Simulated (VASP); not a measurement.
# Cu (P6/mmm) in VASP: a series of runs, part 2 of 3

VASP 6.6.1.

## 3. Single point, r2SCAN

This run uses another cell than the first one, of 11.68 Å³/atom, 0.878 times its volume.

The input, POSCAR:

```
Cu
1.0
    4.0953948797      0.0000000000      0.0000000000
   -2.0476974398      3.5467160043      0.0000000000
    0.0000000000      0.0000000000      2.4114915429
Cu
3
Direct
    0.0000000000      0.0000000000      0.0000000000
    0.3333333333      0.6666666667      0.5000000000
    0.6666666667      0.3333333333      0.5000000000
```

The input, INCAR.step1:

```
PREC     = Accurate       # precision mode
ENCUT    = 520            # plane-wave cutoff, eV
ISMEAR   = 0              # smearing method
SIGMA    = 0.1            # smearing width, eV
LREAL    = F              # projectors in reciprocal space
LASPH    = T              # aspherical terms in the spheres
NELM     = 100            # most SCF steps
NBANDS   = 24             # bands
GGA      = PE             # functional
ALGO     = Normal         # electronic algorithm
EDIFF    = 1E-4           # SCF threshold, eV
LWAVE    = T              # write WAVECAR
LCHARG   = F              # write CHGCAR
```

The input, INCAR.step2:

```
PREC     = Accurate       # precision mode
ENCUT    = 520            # plane-wave cutoff, eV
EDIFF    = 1E-6           # SCF threshold, eV
ISMEAR   = 0              # smearing method
SIGMA    = 0.1            # smearing width, eV
LREAL    = F              # projectors in reciprocal space
LASPH    = T              # aspherical terms in the spheres
NELM     = 100            # most SCF steps
ALGO     = Normal         # electronic algorithm
ISIF     = 2              # what is computed and relaxed
LWAVE    = F              # write WAVECAR
LCHARG   = F              # write CHGCAR
METAGGA  = R2SCAN         # meta-GGA
LMIXTAU  = T            
NBANDS   = 24             # bands
ISTART   = 1
```

The input, KPOINTS:

```
Automatic mesh
0
Gamma
  6 6 6
```

Potentials or basis: VASP PAW PBE potentials, release 64 (Cu).

Launch:

```bash
cat potpaw_PBE.64/Cu/POTCAR > POTCAR
cp INCAR.step1 INCAR
mpirun -np 1 vasp_std > vasp.out
cp INCAR.step2 INCAR
mpirun -np 1 vasp_std > vasp.out
```

OUTCAR:

```text
PREC = Accurate
   ENCUT = 520
   EDIFF = 1E-6
   ISMEAR = 0
   LREAL = F
   LASPH = T
   NELM = 100
   ISIF = 2
   METAGGA = R2SCAN
   ISTART = 1

 ion  position               nearest neighbor table
   1  0.000  0.000  0.000-   2 2.65   3 2.65   2 2.65   3 2.65   2 2.65   2 2.65   3 2.65   3 2.65
                             3 2.65   3 2.65   2 2.65   2 2.65
   2  0.333  0.667  0.500-   3 2.36   3 2.36   3 2.36   1 2.65   1 2.65   1 2.65   1 2.65   1 2.65
                             1 2.65
   3  0.667  0.333  0.500-   2 2.36   2 2.36   2 2.36   1 2.65   1 2.65   1 2.65   1 2.65   1 2.65
                             1 2.65

  LATTYP: Found a hexagonal cell.
 ALAT       =     4.0953948797
 C/A-ratio  =     0.5888300429

  Lattice vectors:

 A1 = (   4.0953948797,   0.0000000000,   0.0000000000)
 A2 = (  -2.0476974398,   3.5467160043,   0.0000000000)
 A3 = (   0.0000000000,   0.0000000000,   2.4114915429)

Analysis of symmetry for initial positions (statically):
=====================================================================
 Subroutine PRICEL returns:
 Original cell was already a primitive cell.

 Routine SETGRP: Setting up the symmetry group for a
 hexagonal supercell.

 Subroutine GETGRP returns: Found 24 space group operations
 (whereof 24 operations were pure point group operations)
 out of a pool of 24 trial point group operations.

The static configuration has the point symmetry D_6h.

Analysis of symmetry for dynamics (positions and initial velocities):
=====================================================================
 Subroutine PRICEL returns:
 Original cell was already a primitive cell.

 Routine SETGRP: Setting up the symmetry group for a
 hexagonal supercell.

 Subroutine GETGRP returns: Found 24 space group operations
 (whereof 24 operations were pure point group operations)
 out of a pool of 24 trial point group operations.

The dynamic configuration has the point symmetry D_6h.

 Subroutine INISYM returns: Found 24 space group operations
 (whereof 24 operations are pure point group operations),
 and found     1 'primitive' translations

----------------------------------------------------------------------------------------

                                     Primitive cell

  volume of cell :      35.0274

  direct lattice vectors                    reciprocal lattice vectors
     4.095394880  0.000000000  0.000000000     0.244176698  0.140975482  0.000000000
    -2.047697440  3.546716004  0.000000000     0.000000000  0.281950965  0.000000000
     0.000000000  0.000000000  2.411491543     0.000000000  0.000000000  0.414681114

  length of vectors
     4.095394880  4.095394880  2.411491543     0.281950965  0.281950965  0.414681114

  position of ions in fractional coordinates (direct lattice)
     0.000000000  0.000000000  0.000000000
     0.333333333  0.666666667  0.500000000
     0.666666667  0.333333333  0.500000000

  ion indices of the primitive-cell ions
   primitive index   ion index
                 1           1
                 2           2
                 3           3

----------------------------------------------------------------------------------------

 KPOINTS: Automatic mesh

Automatic generation of k-mesh.
 Grid dimensions read from file:
 generate k-points for:    6    6    6

 Generating k-lattice:

  Cartesian coordinates                     Fractional coordinates (reciprocal lattice)
     0.040696116  0.023495914  0.000000000     0.166666667  0.000000000  0.000000000
     0.000000000  0.046991828  0.000000000     0.000000000  0.166666667  0.000000000
     0.000000000  0.000000000  0.069113519     0.000000000  0.000000000  0.166666667

  Length of vectors
     0.046991827  0.046991828  0.069113519

  Shift w.r.t. Gamma in fractional coordinates (k-lattice)
     0.000000000  0.000000000  0.000000000

 Subroutine IBZKPT returns following result:
 ===========================================

 Found     28 irreducible k-points:

 Following reciprocal coordinates:
            Coordinates               Weight
  0.000000  0.000000  0.000000      1.000000
  0.166667  0.000000  0.000000      6.000000
  0.333333 -0.000000  0.000000      6.000000
  0.500000 -0.000000  0.000000      3.000000
  0.166667  0.166667  0.000000      6.000000
  0.333333  0.166667  0.000000     12.000000
[... 16 lines left out ...]
  0.166667  0.000000  0.500000      6.000000
  0.333333 -0.000000  0.500000      6.000000
 [... further k-points ...]
   k-points           NKPTS =     28   k-points in BZ     NKDIM =     28   number of bands    NBANDS=     24
   number of dos      NEDOS =    301   number of ions     NIONS =      3
   total plane-waves  NPLWV =  16200
   dimension x,y,z NGX =    30 NGY =   30 NGZ =   18
   dimension x,y,z NGXF=    60 NGYF=   60 NGZF=   36
   ions per type =               3
   NGX,Y,Z   is equivalent  to a cutoff of  12.18, 12.18, 12.41 a.u.
   NGXF,Y,Z  is equivalent  to a cutoff of  24.36, 24.36, 24.82 a.u.
 SYSTEM =  unknown system
   PREC   = accura    normal or accurate (medium, high low for compatibility)
   ISTART =      1    job   : 0-new  1-cont  2-samecut
   ICHARG =      0    charge: 1-file 2-atom 10-const
   ISPIN  =      1    spin polarized calculation?
   LNONCOLLINEAR =      F non collinear calculations
   LSORBIT =      F    spin-orbit coupling
   LASPH  =      T    aspherical Exc in radial PAW
   ENCUT  =  520.0 eV  38.22 Ry    6.18 a.u.   7.61  7.61  4.48*2*pi/ulx,y,z
   NELM   =    100;   NELMIN=  2; NELMDL=  0     # of ELM steps
   EDIFF  = 0.1E-05   stopping-criterion for ELM
   LREAL  =      F    real-space projection
   EDIFFG = 0.1E-04   stopping-criterion for IOM
   NSW    =      0    number of steps for IOM
   IBRION =     -1    ionic relax: 0-MD 1-quasi-New 2-CG
   NFREE  =      0    steps in history (QN), initial steepest desc. (CG)
   ISIF   =      2    stress and relaxation
   ISYM   =      2    0-nonsym 1-usesym 2-fastsym
   POTIM  = 0.5000    time-step for ionic-motion
   TEBEG  =    0.0;   TEEND  =   0.0 temperature during run
   PSTRESS=    0.0 pullay stress
   NELECT =      33.0000    total number of electrons
   NUPDOWN=      -1.0000    fix difference up-down
   EMIN   =  10.00;   EMAX   =-10.00  energy-range for DOS
   EFERMI =   0.00;   METHOD = LEGACY
   ISMEAR =     0;   SIGMA  =   0.10  broadening in eV -4-tet -1-fermi 0-gaus
   EFERMI_NEDOS =   21; number of points for ismear=-14 and -15
   IALGO  =     38    algorithm
   IMIX   =      4    mixing-type and parameters
     AMIX     =   0.40;   BMIX     =  1.00
     AMIX_MAG =   1.60;   BMIX_MAG =  1.00
  volume/ion in A,a.u.               =      11.68        78.79
  Fermi-wavevector in a.u.,A,eV,Ry     =   1.604883  3.032790 35.043858  2.575651
  Thomas-Fermi vector in A             =   2.701318
   LORBIT       =      0    0 simple, 1 ext, 2 COOP (PROOUT), +10 PAW based schemes
   METAGGA = R2SCAN    functional components
   LHFCALC =     F    Hartree Fock is set to
   AEXX    =    0.0000 exact exchange contribution
   IVDW    =     0    specifies the selected vdW correction
   LEPSILON=     F    determine dielectric tensor
   LRPA    =     F    only Hartree local field effects (RPA)
 non-spin polarized calculation
 Gauss-broadening in eV      SIGMA  =   0.10
  energy-cutoff  :      520.00
  volume of cell :       35.03
 maximum number of plane-waves:       969
   NGX = 15   NGY = 15   NGZ =  9

 number of electron      33.0000023 magnetization

 Free energy of the ion-electron system (eV)
  ---------------------------------------------------
  ext. energy  EPLUGINS =         0.00000000
  ---------------------------------------------------
  free energy    TOTEN  =       -32.16286893 eV

  energy without entropy =      -32.15268529  energy(sigma->0) =      -32.15777711

 E-fermi :   7.6725     XC(G=0): -13.8105

 val. band max:        7.6361914512   @ k =   0.1667   0.1667   0.0000
 cond. band min:       7.6729916952   @ k =   0.1667   0.1667   0.5000
 fundamental gap:      0.0368002439
 Fermi energy:         7.6724788431

 k-point     1 :       0.0000    0.0000    0.0000
  band No.  band energies     occupation
      1      -2.2049      2.00000
      2       2.7264      2.00000
      3       3.6720      2.00000
      4       3.7025      2.00000
      5       3.7028      2.00000
      6       3.7465      2.00000
[... 637 lines left out ...]
     23      17.4284      0.00000
     24      24.1240      0.00000

 [... further k-points ...]

------------------------ aborting loop because EDIFF is reached ----------------------------------------

  FORCE on cell =-STRESS in cart. coord.  units (eV):
  Direction    XX          YY          ZZ          XY          YZ          ZX
  --------------------------------------------------------------------------------------
  -------------------------------------------------------------------------------------
  Total        0.0564858      0.0564858      0.1212304      0.0000000      0.0000000      0.0000000
  in kB        2.5837006      2.5837006      5.5451632      0.0000000      0.0000000      0.0000000
  external PRESSURE =       3.5708548 kB  Pullay stress =       0.0000000 kB

 VOLUME and BASIS-vectors are now :
 -----------------------------------------------------------------------------
  energy-cutoff  :      520.00
  volume of cell :       35.03
      direct lattice vectors                 reciprocal lattice vectors
     4.095394880  0.000000000  0.000000000     0.244176698  0.140975482  0.000000000
    -2.047697440  3.546716004  0.000000000     0.000000000  0.281950965  0.000000000
     0.000000000  0.000000000  2.411491543     0.000000000  0.000000000  0.414681114

 POSITION                                       TOTAL-FORCE (eV/Angst)
 -----------------------------------------------------------------------------------
      0.00000      0.00000      0.00000        -0.000000      0.000000     -0.000000
     -0.00000      2.36448      1.20575        -0.000000      0.000000     -0.000000
      2.04770      1.18224      1.20575         0.000000     -0.000000      0.000000
 -----------------------------------------------------------------------------------
    total drift:                               -0.000000      0.000000      0.000000

  FREE ENERGIE OF THE ION-ELECTRON SYSTEM (eV)
  ---------------------------------------------------
  free  energy   TOTEN  =       -32.1628689317 eV

  energy  without entropy=      -32.1526852897  energy(sigma->0) =      -32.15777711
```

Wall time 51 s (1 thread of Intel Xeon 6975P-C (Granite Rapids), shared host); peak memory 0.15 GiB.

What came out:

```yaml
Free_energy: -32.1629 eV
Pressure: 0.4 GPa
Band_gap_on_the_k_mesh: none (metal or under the smearing width)
```

Stress tensor (GPa, compression positive):
```
0.26 0.00 0.00
0.00 0.26 0.00
0.00 0.00 0.55
```

Caveat: the k mesh is coarse (spacing up to 0.43 Å⁻¹), so the values aren't converged; the PAW data sets were made with another functional, which shifts forces and pressure a little.

(Continued in part 3 of 3.)
